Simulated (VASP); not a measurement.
# AlCr2C (P6_3/mmc) in VASP: notebook

One crystal, AlCr2C, is run at these levels: PBE; tasks: relaxation of cell and atoms.

Program: VASP 6.6.1. These are calculated values, not measurements. Logs are shortened: lines on timing, memory, paths and dates and some standing lists are left out, and cuts for length are marked.

### 1 Starting point

It takes space group P6_3/mmc (No. 194, hexagonal). The conventional cell has a = 2.825 Å, b = 2.825 Å, c = 12.601 Å, α = 90.00°, β = 90.00°, γ = 120.00°. Al (site symmetry -6m2) has 6 Cr at 2.64 Å and 6 Al at 2.83 Å as nearest neighbours. Cr (site symmetry 3m) is surrounded by 3 C at 1.95 Å. C (site symmetry -3m) is surrounded by 6 Cr at 1.95 Å.

The cell comes from a database or a generator and needn't be the stable form of this composition.

### 2 Relaxation of cell and atoms, PBE

Input file INCAR:

```
SYSTEM = AlCr2C
  ALGO = Normal
  EDIFF = 1E-6
  EDIFFG = -0.01
  ENCUT = 300
  GGA = PE
  IBRION = 2
  ISIF = 3
  ISMEAR = 1
  KPAR = 2
  LASPH = .True.
  LCHARG = .False.
  LREAL = .False.
  LWAVE = .False.
  NELM = 80
  NSW = 90
  PREC = Accurate
  SIGMA = 0.1
```

Input file KPOINTS:

```
k-points
0
Gamma
  8 8 2
  0 0 0
```

Input file POSCAR:

```
AlCr2C
1.0
    2.8251010646      0.0000000000      0.0000000000
   -1.4125505323      2.4466092902      0.0000000000
    0.0000000000      0.0000000000     12.6013736800
Al Cr C
2 4 2
Direct
    0.6666666700      0.3333333300      0.2500000000
    0.3333333300      0.6666666700      0.7500000000
    0.3333333300      0.6666666700      0.4149411600
    0.6666666700      0.3333333300      0.9149411600
    0.6666666700      0.3333333300      0.5850588400
    0.3333333300      0.6666666700      0.0850588400
    0.0000000000      0.0000000000      0.5000000000
    0.0000000000      0.0000000000      0.0000000000
```

Potentials or basis: VASP PAW PBE potentials, release 64 (Al, Cr_pv, C_s).

On the command line:

```bash
cat potpaw_PBE.64/Al/POTCAR potpaw_PBE.64/Cr_pv/POTCAR potpaw_PBE.64/C_s/POTCAR > POTCAR
mpirun -np 2 vasp_std > vasp.out
```

OUTCAR:

```text
SYSTEM = AlCr2C
   EDIFF = 1E-6
   EDIFFG = -0.01
   ENCUT = 300
   GGA = PE
   IBRION = 2
   ISIF = 3
   ISMEAR = 1
   LASPH = .True.
   LREAL = .False.
   NELM = 80
   NSW = 90
   PREC = Accurate

 ion  position               nearest neighbor table
   1  0.667  0.333  0.250-   3 2.64   6 2.64   3 2.64   6 2.64   3 2.64   6 2.64
   2  0.333  0.667  0.750-   4 2.64   5 2.64   4 2.64   5 2.64   4 2.64   5 2.64
   3  0.333  0.667  0.415-   7 1.95   7 1.95   7 1.95   1 2.64   1 2.64   1 2.64   5 2.69   5 2.69
                             5 2.69
   4  0.667  0.333  0.915-   8 1.95   8 1.95   8 1.95   2 2.64   2 2.64   2 2.64   6 2.69   6 2.69
                             6 2.69
   5  0.667  0.333  0.585-   7 1.95   7 1.95   7 1.95   2 2.64   2 2.64   2 2.64   3 2.69   3 2.69
                             3 2.69
   6  0.333  0.667  0.085-   8 1.95   8 1.95   8 1.95   1 2.64   1 2.64   1 2.64   4 2.69   4 2.69
                             4 2.69
   7  0.000  0.000  0.500-   3 1.95   5 1.95   3 1.95   5 1.95   5 1.95   3 1.95
   8  0.000  0.000  0.000-   4 1.95   6 1.95   6 1.95   4 1.95   4 1.95   6 1.95

  LATTYP: Found a hexagonal cell.
 ALAT       =     2.8251010646
 C/A-ratio  =     4.4605036747

  Lattice vectors:

 A1 = (   2.8251010646,   0.0000000000,   0.0000000000)
 A2 = (  -1.4125505323,   2.4466092902,   0.0000000000)
 A3 = (   0.0000000000,   0.0000000000,  12.6013736800)

Analysis of symmetry for initial positions (statically):
=====================================================================
 Subroutine PRICEL returns:
 Original cell was already a primitive cell.

 Routine SETGRP: Setting up the symmetry group for a
 hexagonal supercell.

 Subroutine GETGRP returns: Found 24 space group operations
 (whereof 12 operations were pure point group operations)
 out of a pool of 24 trial point group operations.

The static configuration has the point symmetry D_3d.
 The point group associated with its full space group is D_6h.

Analysis of symmetry for dynamics (positions and initial velocities):
=====================================================================
 Subroutine PRICEL returns:
 Original cell was already a primitive cell.

 Routine SETGRP: Setting up the symmetry group for a
 hexagonal supercell.

 Subroutine GETGRP returns: Found 24 space group operations
 (whereof 12 operations were pure point group operations)
 out of a pool of 24 trial point group operations.

The dynamic configuration has the point symmetry D_3d.
 The point group associated with its full space group is D_6h.

 Subroutine INISYM returns: Found 24 space group operations
 (whereof 12 operations are pure point group operations),
 and found     1 'primitive' translations

----------------------------------------------------------------------------------------

                                     Primitive cell

  volume of cell :      87.0997

  direct lattice vectors                    reciprocal lattice vectors
     2.825101065  0.000000000  0.000000000     0.353969638  0.204364466  0.000000000
    -1.412550532  2.446609290  0.000000000     0.000000000  0.408728931  0.000000000
     0.000000000  0.000000000 12.601373680     0.000000000  0.000000000  0.079356428

  length of vectors
     2.825101065  2.825101065 12.601373680     0.408728931  0.408728931  0.079356428

  position of ions in fractional coordinates (direct lattice)
     0.666666670  0.333333330  0.250000000
     0.333333330  0.666666670  0.750000000
     0.333333330  0.666666670  0.414941160
     0.666666670  0.333333330  0.914941160
     0.666666670  0.333333330  0.585058840
     0.333333330  0.666666670  0.085058840
     0.000000000  0.000000000  0.500000000
     0.000000000  0.000000000  0.000000000

  ion indices of the primitive-cell ions
   primitive index   ion index
                 1           1
                 2           2
                 3           3
                 4           4
                 5           5
                 6           6
                 7           7
                 8           8

----------------------------------------------------------------------------------------

 KPOINTS: k-points

Automatic generation of k-mesh.
 Grid dimensions read from file:
 generate k-points for:    8    8    2

 Generating k-lattice:

  Cartesian coordinates                     Fractional coordinates (reciprocal lattice)
     0.044246205  0.025545558  0.000000000     0.125000000  0.000000000  0.000000000
     0.000000000  0.051091116  0.000000000     0.000000000  0.125000000  0.000000000
     0.000000000  0.000000000  0.039678214     0.000000000  0.000000000  0.500000000

  Length of vectors
     0.051091116  0.051091116  0.039678214

  Shift w.r.t. Gamma in fractional coordinates (k-lattice)
     0.000000000  0.000000000  0.000000000

 Subroutine IBZKPT returns following result:
 ===========================================

 Found     20 irreducible k-points:

 Following reciprocal coordinates:
            Coordinates               Weight
  0.000000  0.000000  0.000000      1.000000
  0.125000  0.000000  0.000000      6.000000
  0.250000  0.000000  0.000000      6.000000
  0.375000  0.000000  0.000000      6.000000
  0.500000  0.000000  0.000000      3.000000
  0.125000  0.125000  0.000000      6.000000
[... 12 lines left out ...]
  0.250000  0.250000  0.500000      6.000000
  0.375000  0.250000  0.500000      6.000000
   k-points           NKPTS =     20   k-points in BZ     NKDIM =     20   number of bands    NBANDS=     37
   number of dos      NEDOS =    301   number of ions     NIONS =      8
   total plane-waves  NPLWV =  18432
   dimension x,y,z NGX =    16 NGY =   16 NGZ =   72
   dimension x,y,z NGXF=    32 NGYF=   32 NGZF=  144
   ions per type =               2   4   2
   NGX,Y,Z   is equivalent  to a cutoff of   9.42,  9.42,  9.50 a.u.
   NGXF,Y,Z  is equivalent  to a cutoff of  18.83, 18.83, 19.00 a.u.
 SYSTEM =  AlCr2C
   PREC   = accura    normal or accurate (medium, high low for compatibility)
   ISTART =      0    job   : 0-new  1-cont  2-samecut
   ICHARG =      2    charge: 1-file 2-atom 10-const
   ISPIN  =      1    spin polarized calculation?
   LNONCOLLINEAR =      F non collinear calculations
   LSORBIT =      F    spin-orbit coupling
   LASPH  =      T    aspherical Exc in radial PAW
   ENCUT  =  300.0 eV  22.05 Ry    4.70 a.u.   3.99  3.99 17.80*2*pi/ulx,y,z
   NELM   =     80;   NELMIN=  2; NELMDL= -5     # of ELM steps
   EDIFF  = 0.1E-05   stopping-criterion for ELM
   LREAL  =      F    real-space projection
   EDIFFG = -.1E-01   stopping-criterion for IOM
   NSW    =     90    number of steps for IOM
   IBRION =      2    ionic relax: 0-MD 1-quasi-New 2-CG
   NFREE  =      1    steps in history (QN), initial steepest desc. (CG)
   ISIF   =      3    stress and relaxation
   ISYM   =      2    0-nonsym 1-usesym 2-fastsym
   POTIM  = 0.5000    time-step for ionic-motion
   TEBEG  =    0.0;   TEEND  =   0.0 temperature during run
   PSTRESS=    0.0 pullay stress
   NELECT =      62.0000    total number of electrons
   NUPDOWN=      -1.0000    fix difference up-down
   EMIN   =  10.00;   EMAX   =-10.00  energy-range for DOS
   EFERMI =   0.00;   METHOD = LEGACY
   ISMEAR =     1;   SIGMA  =   0.10  broadening in eV -4-tet -1-fermi 0-gaus
   EFERMI_NEDOS =   21; number of points for ismear=-14 and -15
   IALGO  =     38    algorithm
   IMIX   =      4    mixing-type and parameters
     AMIX     =   0.40;   BMIX     =  1.00
     AMIX_MAG =   1.60;   BMIX_MAG =  1.00
  volume/ion in A,a.u.               =      10.89        73.47
  Fermi-wavevector in a.u.,A,eV,Ry     =   1.461728  2.762265 29.070870  2.136649
  Thomas-Fermi vector in A             =   2.578025
   LORBIT       =      0    0 simple, 1 ext, 2 COOP (PROOUT), +10 PAW based schemes
   GGA     = PE    functional components
   LHFCALC =     F    Hartree Fock is set to
   AEXX    =    0.0000 exact exchange contribution
   IVDW    =     0    specifies the selected vdW correction
   LEPSILON=     F    determine dielectric tensor
   LRPA    =     F    only Hartree local field effects (RPA)
 conjugate gradient relaxation of ions
 non-spin polarized calculation
 Methfessel and Paxton  Order N= 1 SIGMA  =   0.10
  energy-cutoff  :      300.00
  volume of cell :       87.10
 maximum number of plane-waves:      1046
 NGX is ok and might be reduce to    16
   NGX =  7   NGY =  7   NGZ = 35

--------------------------------------- Ionic step        1  -------------------------------------------

 number of electron      61.9999944 magnetization

 Free energy of the ion-electron system (eV)
  ---------------------------------------------------
  ext. energy  EPLUGINS =         0.00000000
  ---------------------------------------------------
  free energy    TOTEN  =       -65.46294928 eV

  energy without entropy =      -65.45504223  energy(sigma->0) =      -65.46031360

------------------------ aborting loop because EDIFF is reached ----------------------------------------

  FORCE on cell =-STRESS in cart. coord.  units (eV):
  Direction    XX          YY          ZZ          XY          YZ          ZX
  --------------------------------------------------------------------------------------
  -------------------------------------------------------------------------------------
  Total        1.4496415      1.4496415      2.1086958      0.0000000      0.0000000      0.0000000
  in kB       26.6658050     26.6658050     38.7889497      0.0000000      0.0000000      0.0000000
  external PRESSURE =      30.7068532 kB  Pullay stress =       0.0000000 kB
[... 153 lines left out ...]
  energy  without entropy=      -65.4674835789  energy(sigma->0) =      -65.47211639

--------------------------------------- Ionic step        5  -------------------------------------------

 number of electron      61.9999973 magnetization

 Free energy of the ion-electron system (eV)
  ---------------------------------------------------
  ext. energy  EPLUGINS =         0.00000000
  ---------------------------------------------------
  free energy    TOTEN  =       -65.47445965 eV

  energy without entropy =      -65.46762319  energy(sigma->0) =      -65.47218083

 E-fermi :  10.2365     XC(G=0): -12.4861

 val. band max:       10.2341201674   @ k =   0.1250   0.1250   0.0000
 cond. band min:      10.2386159842   @ k =   0.3750   0.0000   0.5000
 fundamental gap:      0.0044958168
 Fermi energy:        10.2364839001

 k-point     1 :       0.0000    0.0000    0.0000
  band No.  band energies     occupation
      1     -33.1977      2.00000
      2     -33.1958      2.00000
      3     -32.9835      2.00000
      4     -32.9835      2.00000
      5     -32.9827      2.00000
      6     -32.9827      2.00000
[... 824 lines left out ...]
  FREE ENERGIE OF THE ION-ELECTRON SYSTEM (eV)
  ---------------------------------------------------
  free  energy   TOTEN  =       -65.4744596513 eV

  energy  without entropy=      -65.4676231943  energy(sigma->0) =      -65.47218083

 reached required accuracy - stopping structural energy minimisation
```

Wall time 60 s (2 MPI ranks of AMD EPYC 7R13 (Zen 3), shared host); peak memory 0.13 GiB.

The run converged, but some of its settings lie outside the range that counts as converged, so its numbers aren't taken as properties of the crystal.

What came out:

* Free energy: -65.4745 eV
* Relaxed volume: 11.03 Å³/atom
* Relaxed cell: a = 2.834 Å, b = 2.834 Å, c = 12.692 Å, α = 90.00°, β = 90.00°, γ = 120.00°
* Space group after relaxing (to 0.05 Å): P6_3/mmc (No. 194)
* Energy gained by relaxing: 1.4 meV/atom
* Ionic steps: 5
* Band gap on the k mesh: none (metal or under the smearing width)

Caveat: the cutoff is under 1.25 times the usual one of these potentials, so pressure, stress and relaxed cells hold a basis-set (Pulay) error.

### 3 Relaxation of cell and atoms, PBE

This run uses another cell than the first one, of 11.03 Å³/atom, 1.013 times its volume.

INCAR: that of step 2 with these lines changed.

```diff
@@ -2,4 +2,4 @@
   ALGO = Normal
-  EDIFF = 1E-6
-  EDIFFG = -0.01
+  EDIFF = 1E-7
+  EDIFFG = -0.005
   ENCUT = 300
```

KPOINTS is that of step 2.

Input file POSCAR:

```
AlCr2C                                  
1.0
    2.8337891455     -0.0000000000      0.0000000000
   -1.4168945728      2.4541333890      0.0000000000
    0.0000000000      0.0000000000     12.6922294670
  Al              Cr              C             
     2     4     2
Direct
     0.6666666699999979    0.3333333300000021    0.2500000000000000
     0.3333333300000021    0.6666666699999979    0.7500000000000000
     0.3333333300000021    0.6666666699999979    0.4151847748869509
     0.6666666699999979    0.3333333300000021    0.9151847748869510
     0.6666666699999979    0.3333333300000021    0.5848152251130490
     0.3333333300000021    0.6666666699999979    0.0848152251130490
     0.0000000000000000    0.0000000000000000    0.5000000000000000
     0.0000000000000000    0.0000000000000000    0.0000000000000000
```

Potentials or basis: VASP PAW PBE potentials, release 64 (Al, Cr_pv, C_s).

On the command line:

```bash
cat potpaw_PBE.64/Al/POTCAR potpaw_PBE.64/Cr_pv/POTCAR potpaw_PBE.64/C_s/POTCAR > POTCAR
mpirun -np 2 vasp_std > vasp.out
```

It took 47 s on 2 MPI ranks of AMD EPYC 7R13 (Zen 3), shared host; peak memory 0.14 GiB.

These settings aren't checked as converged: the numbers below hold their error.

What came out:

* Free energy: -65.4807 eV
* Relaxed volume: 11.04 Å³/atom
* Relaxed cell: a = 2.834 Å, b = 2.834 Å, c = 12.700 Å, α = 90.00°, β = 90.00°, γ = 120.00°
* Space group after relaxing (to 0.05 Å): P6_3/mmc (No. 194)
* Energy gained by relaxing: 0.0 meV/atom
* Ionic steps: 5
* Band gap on the k mesh: none (metal or under the smearing width)

Caveat: the cutoff is under 1.25 times the usual one of these potentials, so pressure, stress and relaxed cells hold a basis-set (Pulay) error.

### 4 Relaxation of cell and atoms, PBE

Input file INCAR:

```
SYSTEM = AlCr2C
ALGO = Normal
EDIFF = 1E-6
EDIFFG = -0.01
ENCUT = 600
GGA = PE
IBRION = 2
ISIF = 3
ISMEAR = 1
KPAR = 2
LASPH = .TRUE.
LCHARG = .FALSE.
LREAL = .FALSE.
LWAVE = .FALSE.
NELM = 80
NSW = 90
PREC = Accurate
SIGMA = 0.1
```

Input file KPOINTS:

```
k-points
0
G
  15 15 3
  0 0 0
```

Input file POSCAR:

```
AlCr2C
1.0
    2.8251010646      0.0000000000      0.0000000000
   -1.4125505323      2.4466092902      0.0000000000
    0.0000000000      0.0000000000     12.6013736800
Al Cr C
2 4 2
Direct
    0.6666666700      0.3333333300      0.2500000000
    0.3333333300      0.6666666700      0.7500000000
    0.3333333300      0.6666666700      0.4149411600
    0.6666666700      0.3333333300      0.9149411600
    0.6666666700      0.3333333300      0.5850588400
    0.3333333300      0.6666666700      0.0850588400
    0.0000000000      0.0000000000      0.5000000000
    0.0000000000      0.0000000000      0.0000000000
```

Potentials or basis: VASP PAW PBE potentials, release 64 (Al, Cr_pv, C).

On the command line:

```bash
cat potpaw_PBE.64/Al/POTCAR potpaw_PBE.64/Cr_pv/POTCAR potpaw_PBE.64/C/POTCAR > POTCAR
mpirun -np 2 vasp_std > vasp.out
```

Wall time 3.3 min (2 MPI ranks of Intel Xeon 6975P-C (Granite Rapids), shared host); peak memory 0.36 GiB.

It converged, with:

| Property | Result |
| --- | --- |
| Free energy | -65.4872 eV |
| Relaxed volume | 11.09 Å³/atom |
| Relaxed cell | a = 2.842 Å, b = 2.842 Å, c = 12.683 Å, α = 90.00°, β = 90.00°, γ = 120.00° |
| Space group after relaxing (to 0.05 Å) | P6_3/mmc (No. 194) |
| Energy gained by relaxing | 2.3 meV/atom |
| Ionic steps | 5 |
| Pressure after relaxing | -0.1 GPa |
| Band gap on the k mesh | none (metal or under the smearing width) |

Forces on the atoms (eV/Å):
```
Al   0.000  0.000  0.000
Al   0.000  0.000  0.000
Cr   0.000  0.000  0.002
Cr   0.000  0.000  0.002
Cr   0.000  0.000 -0.002
Cr   0.000  0.000 -0.002
C    0.000  0.000  0.000
C    0.000  0.000  0.000
```

Stress tensor (GPa, compression positive):
```
-0.09  0.00  0.00
 0.00 -0.09  0.00
 0.00  0.00  0.00
```

The path:
| step | energy change (eV) | largest force (eV/Å) | pressure (GPa) | volume (Å³) |
| --- | --- | --- | --- | --- |
| 1 | 0.0000 | 0.0007 | 3.62 | 87.10 |
| 2 | 0.0093 | 0.3748 | -4.31 | 90.24 |
| 3 | -0.0151 | 0.1696 | -0.02 | 88.46 |
| 4 | -0.0179 | 0.0251 | -0.01 | 88.68 |
| 5 | -0.0180 | 0.0023 | -0.06 | 88.72 |

Final structure:
```xyz
8
Lattice="2.8420 0.0000 0.0000 -1.4210 2.4613 0.0000 0.0000 0.0000 12.6834" Properties=species:S:1:pos:R:3 pbc="T T T"
Al    1.4210    0.8204    3.1709
Al    0.0000    1.6408    9.5126
Cr    0.0000    1.6408    5.2714
Cr    1.4210    0.8204   11.6131
Cr    1.4210    0.8204    7.4121
Cr    0.0000    1.6408    1.0703
C     0.0000    0.0000    6.3417
C     0.0000    0.0000    0.0000
```

Levels at points of the mesh, in eV from the Fermi level:
| k point | band 29 | band 30 | band 31 | band 32 | band 33 | band 34 |
| --- | --- | --- | --- | --- | --- | --- |
| (0.00, 0.00, 0.00) | -1.05 | -1.05 | -0.23 | -0.23 | -0.20 | -0.20 |

Spin polarisation is off, so any magnetic state and its effect on volume and gap are missing.

[end of part 1 of 2]
